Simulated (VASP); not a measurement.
# Cu3Au (Auricupride) (Pm-3m) in VASP: a series of runs

One crystal, Cu3Au (Auricupride), is run at these levels: PBEsol, r2SCAN; tasks: relaxation of cell and atoms.

All numbers are computed with VASP 6.6.1; they aren't measurements. Logs are shortened: lines on timing, memory, paths and dates and some standing lists are left out, and cuts for length are marked.

### Step 1. Starting point

It takes space group Pm-3m (No. 221, cubic). Conventional cell: a = 3.714 Å, b = 3.714 Å, c = 3.714 Å, α = 90.00°, β = 90.00°, γ = 90.00°. Cu (site symmetry 4/mmm) is surrounded by 8 Cu at 2.63 Å and 4 Au at 2.63 Å. Au (site symmetry m-3m) has 12 Cu at 2.63 Å as nearest neighbours.

### Step 2. Relaxation of cell and atoms, PBEsol

INCAR reads:

```
SYSTEM = Cu3Au
  PREC = Accurate
  ENCUT = 600
  EDIFF = 1E-7
  ISMEAR = 1
  SIGMA = 0.1
  LREAL = .False.
  LASPH = .True.
  NELM = 80
  ALGO = Normal
  ISIF = 3
  LWAVE = .False.
  LCHARG = .False.
  GGA = PS
  IBRION = 2
  NSW = 90
  EDIFFG = -0.005
```

KPOINTS reads:

```
Automatic mesh
0
Gamma
  10 10 10
  0 0 0
```

POSCAR reads:

```
Cu3Au                                   
1.0
    3.7142556047      0.0000000000      0.0000000000
    0.0000000000      3.7142556047      0.0000000000
   -0.0000000000     -0.0000000000      3.7142556047
  Cu              Au            
     3     1
Direct
     0.0000000000000000    0.5000000000000000    0.5000000000000000
     0.5000000000000000    0.0000000000000000    0.5000000000000000
     0.5000000000000000    0.5000000000000000    0.0000000000000000
     0.0000000000000000    0.0000000000000000    0.0000000000000000
```

Potentials or basis: VASP PAW PBE potentials, release 64 (Cu, Au).

Run with:

```
$ cat potpaw_PBE.64/Cu/POTCAR potpaw_PBE.64/Au/POTCAR > POTCAR
$ mpirun -np 1 vasp_std > vasp.out
```

OUTCAR:

```text
SYSTEM = Cu3Au
   PREC = Accurate
   ENCUT = 600
   EDIFF = 1E-7
   ISMEAR = 1
   LREAL = .False.
   LASPH = .True.
   NELM = 80
   ISIF = 3
   GGA = PS
   IBRION = 2
   NSW = 90
   EDIFFG = -0.005

 ion  position               nearest neighbor table
   1  0.000  0.500  0.500-   2 2.63   3 2.63   4 2.63   3 2.63   4 2.63   2 2.63   4 2.63   4 2.63
                             2 2.63   3 2.63   3 2.63   2 2.63
   2  0.500  0.000  0.500-   1 2.63   3 2.63   4 2.63   3 2.63   4 2.63   1 2.63   3 2.63   3 2.63
                             1 2.63   4 2.63   4 2.63   1 2.63
   3  0.500  0.500  0.000-   1 2.63   2 2.63   4 2.63   1 2.63   2 2.63   2 2.63   4 2.63   2 2.63
                             1 2.63   4 2.63   1 2.63   4 2.63
   4  0.000  0.000  0.000-   1 2.63   2 2.63   3 2.63   1 2.63   2 2.63   1 2.63   3 2.63   1 2.63
                             2 2.63   3 2.63   2 2.63   3 2.63

  LATTYP: Found a simple cubic cell.
 ALAT       =     3.7142556047

  Lattice vectors:

 A1 = (   3.7142556047,   0.0000000000,   0.0000000000)
 A2 = (   0.0000000000,   3.7142556047,   0.0000000000)
 A3 = (   0.0000000000,   0.0000000000,   3.7142556047)

Analysis of symmetry for initial positions (statically):
=====================================================================
 Subroutine PRICEL returns:
 Original cell was already a primitive cell.

 Routine SETGRP: Setting up the symmetry group for a
 simple cubic supercell.

 Subroutine GETGRP returns: Found 48 space group operations
 (whereof 48 operations were pure point group operations)
 out of a pool of 48 trial point group operations.

The static configuration has the point symmetry O_h .

Analysis of symmetry for dynamics (positions and initial velocities):
=====================================================================
 Subroutine PRICEL returns:
 Original cell was already a primitive cell.

 Routine SETGRP: Setting up the symmetry group for a
 simple cubic supercell.

 Subroutine GETGRP returns: Found 48 space group operations
 (whereof 48 operations were pure point group operations)
 out of a pool of 48 trial point group operations.

The dynamic configuration has the point symmetry O_h .

 Subroutine INISYM returns: Found 48 space group operations
 (whereof 48 operations are pure point group operations),
 and found     1 'primitive' translations

----------------------------------------------------------------------------------------
[... 102 lines left out ...]
   NFREE  =      1    steps in history (QN), initial steepest desc. (CG)
   ISIF   =      3    stress and relaxation
   ISYM   =      2    0-nonsym 1-usesym 2-fastsym
   POTIM  = 0.5000    time-step for ionic-motion
   TEBEG  =    0.0;   TEEND  =   0.0 temperature during run
   PSTRESS=    0.0 pullay stress
   NELECT =      44.0000    total number of electrons
   NUPDOWN=      -1.0000    fix difference up-down
   EMIN   =  10.00;   EMAX   =-10.00  energy-range for DOS
   EFERMI =   0.00;   METHOD = LEGACY
   ISMEAR =     1;   SIGMA  =   0.10  broadening in eV -4-tet -1-fermi 0-gaus
   EFERMI_NEDOS =   21; number of points for ismear=-14 and -15
   IALGO  =     38    algorithm
   IMIX   =      4    mixing-type and parameters
     AMIX     =   0.40;   BMIX     =  1.00
     AMIX_MAG =   1.60;   BMIX_MAG =  1.00
  volume/ion in A,a.u.               =      12.81        86.45
  Fermi-wavevector in a.u.,A,eV,Ry     =   1.556039  2.940488 32.943225  2.421259
  Thomas-Fermi vector in A             =   2.659893
   LORBIT       =      0    0 simple, 1 ext, 2 COOP (PROOUT), +10 PAW based schemes
   GGA     = PS    functional components
   LHFCALC =     F    Hartree Fock is set to
   AEXX    =    0.0000 exact exchange contribution
   IVDW    =     0    specifies the selected vdW correction
   LEPSILON=     F    determine dielectric tensor
   LRPA    =     F    only Hartree local field effects (RPA)
 conjugate gradient relaxation of ions
 non-spin polarized calculation
 Methfessel and Paxton  Order N= 1 SIGMA  =   0.10
  energy-cutoff  :      600.00
  volume of cell :       51.24
 maximum number of plane-waves:      1743
 NGX is ok and might be reduce to    30
   NGX = 15   NGY = 15   NGZ = 15

--------------------------------------- Ionic step        1  -------------------------------------------

 number of electron      44.0000062 magnetization

 Free energy of the ion-electron system (eV)
  ---------------------------------------------------
  ext. energy  EPLUGINS =         0.00000000
  ---------------------------------------------------
  free energy    TOTEN  =       -17.04322246 eV

  energy without entropy =      -17.04043190  energy(sigma->0) =      -17.04229227

------------------------ aborting loop because EDIFF is reached ----------------------------------------

  FORCE on cell =-STRESS in cart. coord.  units (eV):
  Direction    XX          YY          ZZ          XY          YZ          ZX
  --------------------------------------------------------------------------------------
  -------------------------------------------------------------------------------------
  Total        0.0346920      0.0346920      0.0346920     -0.0000000     -0.0000000      0.0000000
  in kB        1.0847388      1.0847388      1.0847388     -0.0000000     -0.0000000      0.0000000
  external PRESSURE =       1.0847388 kB  Pullay stress =       0.0000000 kB
[... 63 lines left out ...]
--------------------------------------- Ionic step        3  -------------------------------------------

 number of electron      44.0000063 magnetization

 Free energy of the ion-electron system (eV)
  ---------------------------------------------------
  ext. energy  EPLUGINS =         0.00000000
  ---------------------------------------------------
  free energy    TOTEN  =       -17.04322395 eV

  energy without entropy =      -17.04042564  energy(sigma->0) =      -17.04229118

 E-fermi :   8.4176     XC(G=0): -13.0325

 val. band max:        8.4121698352   @ k =   0.3000   0.3000   0.1000
 cond. band min:       8.4208483617   @ k =   0.4000   0.4000   0.0000
 fundamental gap:      0.0086785265
 Fermi energy:         8.4176231744

 k-point     1 :       0.0000    0.0000    0.0000
  band No.  band energies     occupation
      1      -1.4638      2.00000
      2       1.8499      2.00000
      3       1.8499      2.00000
      4       2.7098      2.00000
      5       2.7098      2.00000
      6       2.7098      2.00000
[... 685 lines left out ...]
     25      15.8293      0.00000
     26      15.9047      0.00000

 [... further k-points ...]
[... 5 lines left out ...]
  --------------------------------------------------------------------------------------
  -------------------------------------------------------------------------------------
  Total       -0.0002774     -0.0002774     -0.0002774     -0.0000000     -0.0000000      0.0000000
  in kB       -0.0086716     -0.0086716     -0.0086716     -0.0000000     -0.0000000      0.0000000
  external PRESSURE =      -0.0086716 kB  Pullay stress =       0.0000000 kB
[... 19 lines left out ...]
  FREE ENERGIE OF THE ION-ELECTRON SYSTEM (eV)
  ---------------------------------------------------
  free  energy   TOTEN  =       -17.0432239473 eV

  energy  without entropy=      -17.0404256361  energy(sigma->0) =      -17.04229118

 reached required accuracy - stopping structural energy minimisation
```

OSZICAR:

```text
N       E                     dE             d eps       ncg     rms          rms(c)
DAV:   1     0.368544574152E+03    0.36854E+03   -0.22596E+04  3000   0.307E+03
DAV:   2     0.172464777294E+02   -0.35130E+03   -0.34221E+03  2918   0.472E+02
DAV:   3    -0.190683872388E+02   -0.36315E+02   -0.34763E+02  3698   0.189E+02
DAV:   4    -0.203105038044E+02   -0.12421E+01   -0.12332E+01  4190   0.391E+01
[... 26 lines left out ...]
DAV:   4    -0.170432322806E+02    0.12966E-04   -0.62310E-05  4412   0.138E-01    0.331E-02
DAV:   5    -0.170432255978E+02    0.66829E-05   -0.26531E-05  4580   0.125E-01    0.105E-02
DAV:   6    -0.170432242410E+02    0.13568E-05   -0.44660E-06  4400   0.365E-02    0.475E-03
DAV:   7    -0.170432240236E+02    0.21741E-06   -0.13449E-06  4206   0.185E-02    0.942E-04
DAV:   8    -0.170432239473E+02    0.76259E-07   -0.14059E-07  1788   0.471E-03
   3 F= -.17043224E+02 E0= -.17042291E+02  d E =-.148683E-05
```

CONTCAR:

```text
Cu3Au
   1.00000000000000
     3.7146423662795938   -0.0000000000000000    0.0000000000000000
    -0.0000000000000000    3.7146423662795938   -0.0000000000000000
    -0.0000000000000000   -0.0000000000000000    3.7146423662795938
  Cu              Au
     3     1
Direct
     0.0000000000000000    0.5000000000000000    0.5000000000000000
     0.5000000000000000    0.0000000000000000    0.5000000000000000
     0.5000000000000000    0.5000000000000000    0.0000000000000000
     0.0000000000000000    0.0000000000000000    0.0000000000000000

  0.00000000E+00  0.00000000E+00  0.00000000E+00
  0.00000000E+00  0.00000000E+00  0.00000000E+00
  0.00000000E+00  0.00000000E+00  0.00000000E+00
  0.00000000E+00  0.00000000E+00  0.00000000E+00
```

It took 6.8 min on 1 thread of AMD EPYC 7R43 (Zen 3), shared host; peak memory 0.2 GiB.

What came out:

| Quantity | Value |
| --- | --- |
| Free energy | -17.0432 eV |
| Relaxed volume | 12.81 Å³/atom |
| Relaxed cell | a = 3.715 Å, b = 3.715 Å, c = 3.715 Å, α = 90.00°, β = 90.00°, γ = 90.00° |
| Space group after relaxing (to 0.05 Å) | Pm-3m (No. 221) |
| Energy gained by relaxing | 0.0 meV/atom |
| Ionic steps | 3 |
| Pressure after relaxing | 0.0 GPa |
| Band gap on the k mesh | none (metal or under the smearing width) |

Final structure:
```xyz
4
Lattice="3.7146 0.0000 0.0000 0.0000 3.7146 0.0000 0.0000 0.0000 3.7146" Properties=species:S:1:pos:R:3 pbc="T T T"
Cu    0.0000    1.8573    1.8573
Cu    1.8573    0.0000    1.8573
Cu    1.8573    1.8573    0.0000
Au    0.0000    0.0000    0.0000
```

Levels at points of the mesh, in eV from the Fermi level:
| k point | band 19 | band 20 | band 21 | band 22 | band 23 | band 24 | band 25 | band 26 |
| --- | --- | --- | --- | --- | --- | --- | --- | --- |
| (0.00, 0.00, 0.00) | -1.36 | -1.36 | -1.36 | 1.22 | 1.22 | 1.22 | 6.17 | 7.78 |
| (0.50, 0.00, 0.00) | -1.99 | -1.93 | -1.52 | -1.36 | 5.88 | 5.88 | 6.69 | 6.69 |
| (0.50, 0.50, 0.00) | -2.26 | -2.16 | -0.49 | -0.49 | -0.37 | 0.41 | 8.70 | 9.64 |
| (0.50, 0.50, 0.50) | -1.58 | -1.58 | -1.16 | -1.14 | -1.14 | -1.14 | 2.59 | 4.32 |

Caveat: the PAW data sets were made with another functional, which shifts forces and pressure a little. Spin-orbit coupling is left out, which matters for the levels of Au.

### Step 3. Relaxation of cell and atoms, r2SCAN

This run uses another cell than the first one, of 13.08 Å³/atom, 1.021 times its volume.

INCAR reads:

```
SYSTEM = Cu3Au
PREC     = Accurate       ! precision mode
ENCUT    = 600            ! plane-wave cutoff, eV
EDIFF    = 1E-6           ! SCF threshold, eV
ISMEAR   = 1              ! smearing method
SIGMA    = 0.1            ! smearing width, eV
LREAL    = .FALSE.        ! projectors in reciprocal space
LASPH    = .TRUE.         ! aspherical terms in the spheres
NELM     = 80             ! most SCF steps
ALGO     = Normal         ! electronic algorithm
ISIF     = 3              ! what is computed and relaxed
LWAVE    = .FALSE.        ! write WAVECAR
LCHARG   = .FALSE.        ! write CHGCAR
METAGGA  = R2SCAN         ! meta-GGA
LMIXTAU  = .TRUE.       
IBRION   = 2              ! ionic algorithm
NSW      = 90             ! ionic steps
EDIFFG   = -0.01          ! ionic threshold
```

KPOINTS reads:

```
regular mesh
0
G
  10 10 10
  0 0 0
```

POSCAR reads:

```
Cu3Au
1.0
    3.7400000000      0.0000000000      0.0000000000
    0.0000000000      3.7400000000      0.0000000000
    0.0000000000      0.0000000000      3.7400000000
Cu Au
3 1
Direct
    0.0000000000      0.5000000000      0.5000000000
    0.5000000000      0.0000000000      0.5000000000
    0.5000000000      0.5000000000      0.0000000000
    0.0000000000      0.0000000000      0.0000000000
```

Potentials or basis: VASP PAW PBE potentials, release 64 (Cu, Au).

Run with:

```
$ cat potpaw_PBE.64/Cu/POTCAR potpaw_PBE.64/Au/POTCAR > POTCAR
$ mpirun -np 1 vasp_std > vasp.out
```

Run time: 6 min. Hardware: 1 thread of AMD EPYC 9R45 (Zen 5), shared host; peak memory 0.21 GiB.

It converged, with:

* Free energy: -83.2564 eV
* Relaxed volume: 13.06 Å³/atom
* Relaxed cell: a = 3.738 Å, b = 3.738 Å, c = 3.738 Å, α = 90.00°, β = 90.00°, γ = 90.00°
* Space group after relaxing (to 0.05 Å): Pm-3m (No. 221)
* Energy gained by relaxing: 0.0 meV/atom
* Ionic steps: 3
* Pressure after relaxing: -0.1 GPa
* Band gap on the k mesh: none (metal or under the smearing width)

Final structure:
```yaml
crystal:
  lattice:
    - [3.73802, 0.00000, 0.00000]
    - [0.00000, 3.73802, 0.00000]
    - [0.00000, 0.00000, 3.73802]
  atoms:
    - { symbol: Cu, position: [0.00000, 0.50000, 0.50000] }
    - { symbol: Cu, position: [0.50000, 0.00000, 0.50000] }
    - { symbol: Cu, position: [0.50000, 0.50000, 0.00000] }
    - { symbol: Au, position: [0.00000, 0.00000, 0.00000] }
```

Levels at points of the mesh, in eV from the Fermi level:
```csv
k point,band 20,band 21,band 22,band 23,band 24,band 25
"(0.00, 0.00, 0.00)",-1.46,-1.46,1.38,1.38,1.38,6.28
"(0.50, 0.00, 0.00)",-2.03,-1.62,-1.46,6.09,6.09,6.95
"(0.50, 0.50, 0.00)",-2.25,-0.53,-0.53,-0.44,0.39,8.99
"(0.50, 0.50, 0.50)",-1.70,-1.09,-1.02,-1.02,-1.02,2.56
```

Caveat: the PAW data sets were made with another functional, which shifts forces and pressure a little. The run has no spin-orbit coupling, so splittings on Au are missing.

### Step 4. Relaxation of cell and atoms, r2SCAN

This run uses another cell than the first one, of 13.06 Å³/atom, 1.019 times its volume.

Edit INCAR of step 3 so:

```diff
@@ -3,3 +3,3 @@
 ENCUT    = 600            ! plane-wave cutoff, eV
-EDIFF    = 1E-6           ! SCF threshold, eV
+EDIFF    = 1E-7           ! SCF threshold, eV
 ISMEAR   = 1              ! smearing method
@@ -17,2 +17,2 @@
 NSW      = 90             ! ionic steps
-EDIFFG   = -0.01          ! ionic threshold
+EDIFFG   = -0.005         ! ionic threshold
```

KPOINTS is that of step 3.

POSCAR reads:

```
Cu3Au                                   
1.0
    3.7380175729     -0.0000000000     -0.0000000000
   -0.0000000000      3.7380175729     -0.0000000000
    0.0000000000      0.0000000000      3.7380175729
  Cu              Au            
     3     1
Direct
     0.0000000000000000    0.5000000000000000    0.5000000000000000
     0.5000000000000000    0.0000000000000000    0.5000000000000000
     0.5000000000000000    0.5000000000000000    0.0000000000000000
     0.0000000000000000    0.0000000000000000    0.0000000000000000
```

Run with:

```
$ cat potpaw_PBE.64/Cu/POTCAR potpaw_PBE.64/Au/POTCAR > POTCAR
$ mpirun -np 1 vasp_std > vasp.out
```

Wall time 3.1 min (1 thread of AMD EPYC 9R45 (Zen 5), shared host); peak memory 0.2 GiB.

The run converged. Its results:

| Property | Result |
| --- | --- |
| Free energy | -83.2563 eV |
| Pressure after relaxing | 0.0 GPa |
| Band gap on the k mesh | none (metal or under the smearing width) |

Final structure:
```yaml
crystal:
  lattice:
    - [3.73802, 0.00000, 0.00000]
    - [0.00000, 3.73802, 0.00000]
    - [0.00000, 0.00000, 3.73802]
  atoms:
    - { symbol: Cu, position: [0.00000, 0.50000, 0.50000] }
    - { symbol: Cu, position: [0.50000, 0.00000, 0.50000] }
    - { symbol: Cu, position: [0.50000, 0.50000, 0.00000] }
    - { symbol: Au, position: [0.00000, 0.00000, 0.00000] }
```

Levels at points of the mesh, in eV from the Fermi level:
```csv
k point,band 18,band 19,band 20,band 21,band 22,band 23,band 24,band 25,band 26
"(0.00, 0.00, 0.00)",-1.62,-1.46,-1.46,-1.46,1.38,1.38,1.38,6.28,8.07
"(0.50, 0.00, 0.00)",-2.35,-2.12,-2.03,-1.62,-1.46,6.09,6.09,6.95,6.95
"(0.50, 0.50, 0.00)",-2.42,-2.30,-2.25,-0.53,-0.53,-0.44,0.39,8.99,10.07
"(0.50, 0.50, 0.50)",-1.70,-1.70,-1.70,-1.09,-1.02,-1.02,-1.02,2.56,4.48
```

Caveat: the relaxation stopped at its first step, so nothing moved; the PAW data sets were made with another functional, which shifts forces and pressure a little. The run has no spin-orbit coupling, so splittings on Au are missing.
